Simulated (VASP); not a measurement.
# CaF2 (Fm-3m) in VASP: a series of runs, part 3 of 3

VASP 6.6.1.

### Step 5. Relaxation of cell and atoms, PBE

This run uses another cell than the first one, of 13.99 Å³/atom, 1.002 times its volume.

Input file INCAR:

```
  PREC = Accurate
  ENCUT = 600
  EDIFF = 1E-6
  ISMEAR = 0
  SIGMA = 0.02
  LREAL = False
  LASPH = True
  NELM = 100
  ALGO = Normal
  ISIF = 3
  LWAVE = False
  LCHARG = False
  GGA = PE
  IBRION = 2
  NSW = 100
  EDIFFG = -0.005
```

Input file KPOINTS:

```
regular mesh
0
Gamma
  8 8 8
```

Input file POSCAR:

```
CaF2
1.0
    0.0000000000      2.7580259682      2.7580259682
    2.7580259682      0.0000000000      2.7580259682
    2.7580259682      2.7580259682      0.0000000000
Ca F
1 2
Direct
    0.0000000000      0.0000000000      0.0000000000
    0.7500000000      0.7500000000      0.7500000000
    0.2500000000      0.2500000000      0.2500000000
```

Potentials or basis: VASP PAW PBE potentials, release 64 (Ca_sv, F).

The run is started by

```console
$ cat potpaw_PBE.64/Ca_sv/POTCAR potpaw_PBE.64/F/POTCAR > POTCAR
$ mpirun -np 1 vasp_std > vasp.out
```

OUTCAR:

```text
PREC = Accurate
   ENCUT = 600
   EDIFF = 1E-6
   ISMEAR = 0
   LREAL = False
   LASPH = True
   NELM = 100
   ISIF = 3
   GGA = PE
   IBRION = 2
   NSW = 100
   EDIFFG = -0.005

 ion  position               nearest neighbor table
   1  0.000  0.000  0.000-   2 2.39   2 2.39   2 2.39   2 2.39   3 2.39   3 2.39   3 2.39   3 2.39

   2  0.750  0.750  0.750-   1 2.39   1 2.39   1 2.39   1 2.39
   3  0.250  0.250  0.250-   1 2.39   1 2.39   1 2.39   1 2.39

  LATTYP: Found a face centered cubic cell.
 ALAT       =     5.5160519364

  Lattice vectors:

 A1 = (   0.0000000000,   2.7580259682,   2.7580259682)
 A2 = (   2.7580259682,   0.0000000000,   2.7580259682)
 A3 = (   2.7580259682,   2.7580259682,   0.0000000000)

Analysis of symmetry for initial positions (statically):
=====================================================================
 Subroutine PRICEL returns:
 Original cell was already a primitive cell.

 Routine SETGRP: Setting up the symmetry group for a
 face centered cubic supercell.

 Subroutine GETGRP returns: Found 48 space group operations
 (whereof 48 operations were pure point group operations)
 out of a pool of 48 trial point group operations.

The static configuration has the point symmetry O_h .

Analysis of symmetry for dynamics (positions and initial velocities):
=====================================================================
 Subroutine PRICEL returns:
 Original cell was already a primitive cell.

 Routine SETGRP: Setting up the symmetry group for a
 face centered cubic supercell.

 Subroutine GETGRP returns: Found 48 space group operations
 (whereof 48 operations were pure point group operations)
 out of a pool of 48 trial point group operations.

The dynamic configuration has the point symmetry O_h .

 Subroutine INISYM returns: Found 48 space group operations
 (whereof 48 operations are pure point group operations),
 and found     1 'primitive' translations

----------------------------------------------------------------------------------------

                                     Primitive cell

  volume of cell :      41.9590

  direct lattice vectors                    reciprocal lattice vectors
     0.000000000  2.758025968  2.758025968    -0.181289083  0.181289083  0.181289083
     2.758025968  0.000000000  2.758025968     0.181289083 -0.181289083  0.181289083
     2.758025968  2.758025968  0.000000000     0.181289083  0.181289083 -0.181289083

  length of vectors
     3.900437730  3.900437730  3.900437730     0.314001903  0.314001903  0.314001903

  position of ions in fractional coordinates (direct lattice)
     0.000000000  0.000000000  0.000000000
     0.750000000  0.750000000  0.750000000
     0.250000000  0.250000000  0.250000000

  ion indices of the primitive-cell ions
   primitive index   ion index
                 1           1
                 2           2
                 3           3

----------------------------------------------------------------------------------------

 KPOINTS: regular mesh

[... 49 lines left out ...]
   k-points           NKPTS =     29   k-points in BZ     NKDIM =     29   number of bands    NBANDS=     16
   number of dos      NEDOS =    301   number of ions     NIONS =      3
   total plane-waves  NPLWV =  32768
   dimension x,y,z NGX =    32 NGY =   32 NGZ =   32
   dimension x,y,z NGXF=    64 NGYF=   64 NGZF=   64
   ions per type =               1   2
   NGX,Y,Z   is equivalent  to a cutoff of  13.64, 13.64, 13.64 a.u.
   NGXF,Y,Z  is equivalent  to a cutoff of  27.28, 27.28, 27.28 a.u.
 SYSTEM =  unknown system
   PREC   = accura    normal or accurate (medium, high low for compatibility)
   ISTART =      0    job   : 0-new  1-cont  2-samecut
   ICHARG =      2    charge: 1-file 2-atom 10-const
   ISPIN  =      1    spin polarized calculation?
   LNONCOLLINEAR =      F non collinear calculations
   LSORBIT =      F    spin-orbit coupling
   LASPH  =      T    aspherical Exc in radial PAW
   ENCUT  =  600.0 eV  44.10 Ry    6.64 a.u.   7.79  7.79  7.79*2*pi/ulx,y,z
   NELM   =    100;   NELMIN=  2; NELMDL= -5     # of ELM steps
   EDIFF  = 0.1E-05   stopping-criterion for ELM
   LREAL  =      F    real-space projection
   EDIFFG = -.5E-02   stopping-criterion for IOM
   NSW    =    100    number of steps for IOM
   IBRION =      2    ionic relax: 0-MD 1-quasi-New 2-CG
   NFREE  =      1    steps in history (QN), initial steepest desc. (CG)
   ISIF   =      3    stress and relaxation
   ISYM   =      2    0-nonsym 1-usesym 2-fastsym
   POTIM  = 0.5000    time-step for ionic-motion
   TEBEG  =    0.0;   TEEND  =   0.0 temperature during run
   PSTRESS=    0.0 pullay stress
   NELECT =      24.0000    total number of electrons
   NUPDOWN=      -1.0000    fix difference up-down
   EMIN   =  10.00;   EMAX   =-10.00  energy-range for DOS
   EFERMI =   0.00;   METHOD = LEGACY
   ISMEAR =     0;   SIGMA  =   0.02  broadening in eV -4-tet -1-fermi 0-gaus
   EFERMI_NEDOS =   21; number of points for ismear=-14 and -15
   IALGO  =     38    algorithm
   IMIX   =      4    mixing-type and parameters
     AMIX     =   0.40;   BMIX     =  1.00
     AMIX_MAG =   1.60;   BMIX_MAG =  1.00
  volume/ion in A,a.u.               =      13.99        94.38
  Fermi-wavevector in a.u.,A,eV,Ry     =   1.358950  2.568044 25.126502  1.846746
  Thomas-Fermi vector in A             =   2.485740
   LORBIT       =      0    0 simple, 1 ext, 2 COOP (PROOUT), +10 PAW based schemes
   GGA     = PE    functional components
   LHFCALC =     F    Hartree Fock is set to
   AEXX    =    0.0000 exact exchange contribution
   IVDW    =     0    specifies the selected vdW correction
   LEPSILON=     F    determine dielectric tensor
   LRPA    =     F    only Hartree local field effects (RPA)
 conjugate gradient relaxation of ions
 non-spin polarized calculation
 Gauss-broadening in eV      SIGMA  =   0.02
  energy-cutoff  :      600.00
  volume of cell :       41.96
 maximum number of plane-waves:      1424
   NGX = 15   NGY = 15   NGZ = 15

--------------------------------------- Ionic step        1  -------------------------------------------

 number of electron      24.0000004 magnetization

 Free energy of the ion-electron system (eV)
  ---------------------------------------------------
  ext. energy  EPLUGINS =         0.00000000
  ---------------------------------------------------
  free energy    TOTEN  =       -17.34500202 eV

  energy without entropy =      -17.34500202  energy(sigma->0) =      -17.34500202

------------------------ aborting loop because EDIFF is reached ----------------------------------------

  FORCE on cell =-STRESS in cart. coord.  units (eV):
  Direction    XX          YY          ZZ          XY          YZ          ZX
  --------------------------------------------------------------------------------------
  -------------------------------------------------------------------------------------
  Total       -0.0192443     -0.0192443     -0.0192443      0.0000000      0.0000000      0.0000000
  in kB       -0.7348331     -0.7348331     -0.7348331      0.0000000      0.0000000      0.0000000
  external PRESSURE =      -0.7348331 kB  Pullay stress =       0.0000000 kB
[... 98 lines left out ...]
--------------------------------------- Ionic step        4  -------------------------------------------

 number of electron      24.0000003 magnetization

 Free energy of the ion-electron system (eV)
  ---------------------------------------------------
  ext. energy  EPLUGINS =         0.00000000
  ---------------------------------------------------
  free energy    TOTEN  =       -17.34502612 eV

  energy without entropy =      -17.34502612  energy(sigma->0) =      -17.34502612

 E-fermi :  -1.0218     XC(G=0):  -9.4944

 val. band max:       -1.1168599029   @ k =   0.5000   0.5000   0.0000
 cond. band min:       5.9991847878   @ k =   0.0000   0.0000   0.0000
 fundamental gap:      7.1160446907
 Fermi energy:        -1.0217680971

 k-point     1 :       0.0000    0.0000    0.0000
  band No.  band energies     occupation
      1     -37.2747      2.00000
      2     -20.9849      2.00000
      3     -20.2552      2.00000
      4     -18.2134      2.00000
      5     -18.2134      2.00000
      6     -18.2134      2.00000
[... 433 lines left out ...]
      3     -20.8193      2.00000
      4     -18.2722      2.00000
      5     -18.0627      2.00000
      6     -17.8241      2.00000
[... 8 lines left out ...]
     15       8.5636      0.00000
     16       9.0128      0.00000

 [... further k-points ...]

------------------------ aborting loop because EDIFF is reached ----------------------------------------

  FORCE on cell =-STRESS in cart. coord.  units (eV):
  Direction    XX          YY          ZZ          XY          YZ          ZX
  --------------------------------------------------------------------------------------
  -------------------------------------------------------------------------------------
  Total        0.0115072      0.0115072      0.0115072     -0.0000000      0.0000000      0.0000000
  in kB        0.4401930      0.4401930      0.4401930     -0.0000000      0.0000000      0.0000000
  external PRESSURE =       0.4401930 kB  Pullay stress =       0.0000000 kB
[... 18 lines left out ...]
  FREE ENERGIE OF THE ION-ELECTRON SYSTEM (eV)
  ---------------------------------------------------
  free  energy   TOTEN  =       -17.3450261224 eV

  energy  without entropy=      -17.3450261224  energy(sigma->0) =      -17.34502612

 reached required accuracy - stopping structural energy minimisation
```

Wall time 31 s (1 thread of Intel Xeon Platinum 8559C (Emerald Rapids), shared host); peak memory 0.19 GiB.

Results:

```
Free energy                            : -17.3450 eV
Relaxed volume                         : 13.96 Å³/atom
Relaxed cell                           : a = 3.898 Å, b = 3.898 Å, c = 3.898 Å, α = 60.00°, β = 60.00°, γ = 60.00°
Space group after relaxing (to 0.05 Å) : Fm-3m (No. 225)
Energy gained by relaxing              : 0.0 meV/atom
Ionic steps                            : 4
Pressure after relaxing                : 0.0 GPa
Band gap on the k mesh                 : 7.12 eV, indirect (least direct gap 7.37 eV)
```

Final structure:
```cif
data_structure
_symmetry_space_group_name_H-M 'P 1'
_symmetry_Int_Tables_number 1
_cell_length_a 3.8981
_cell_length_b 3.8981
_cell_length_c 3.8981
_cell_angle_alpha 60.000
_cell_angle_beta 60.000
_cell_angle_gamma 60.000
_cell_volume 41.88
loop_
_atom_site_label
_atom_site_type_symbol
_atom_site_fract_x
_atom_site_fract_y
_atom_site_fract_z
_atom_site_occupancy
Ca1 Ca 0.00000 0.00000 0.00000 1
F1 F 0.75000 0.75000 0.75000 1
F2 F 0.25000 0.25000 0.25000 1
```

Levels at points of the mesh, in eV from the valence-band top:
| k point | band 8 | band 9 | band 10 | band 11 | band 12 | band 13 | band 14 | band 15 | band 16 |
| --- | --- | --- | --- | --- | --- | --- | --- | --- | --- |
| (0.00, 0.00, 0.00) | -2.02 | -2.02 | -0.25 | -0.25 | -0.25 | 7.12 | 9.06 | 9.06 | 11.01 |
| (0.50, 0.00, 0.00) | -1.45 | -1.26 | -1.20 | -0.82 | -0.82 | 9.26 | 9.26 | 9.57 | 10.59 |
| (0.50, 0.50, 0.00) | -1.61 | -1.61 | -0.35 | -0.35 | 0.00 | 8.04 | 9.36 | 9.93 | 10.68 |

A k mesh can miss the band edges. As with any semilocal functional, this PBE gap is likely too small.

### Step 6. Summary

| task | cell | k mesh | cutoff (eV) | smearing | mesh quality | gap on the mesh (eV) | pressure (GPa) |
| --- | --- | --- | --- | --- | --- | --- | --- |
| single point | Ca vacancy (site a), charge +0, atoms relaxed at the host's cell, started again with a moment of 0 muB | 2 × 2 × 2, shifted | 520 | gaussian 0.01 eV | coarse | none | 0.9 |
| single point | Fm-3m, 13.95 Å³/atom | 8 × 8 × 8 | 520 | gaussian 0.02 eV | not flagged | 7.12 | 0.3 |
| relaxation of cell and atoms | relaxed | 8 × 8 × 8 | 600 | gaussian 0.02 eV | not flagged | 7.12 | 0.0 |

Alike in all rows: level PBE; potentials or basis VASP PAW PBE potentials, release 64 (Ca_sv, F); no spin polarisation.

Caveats: some runs use coarse meshes.

Absolute energies hang on the potentials; compare differences alone.
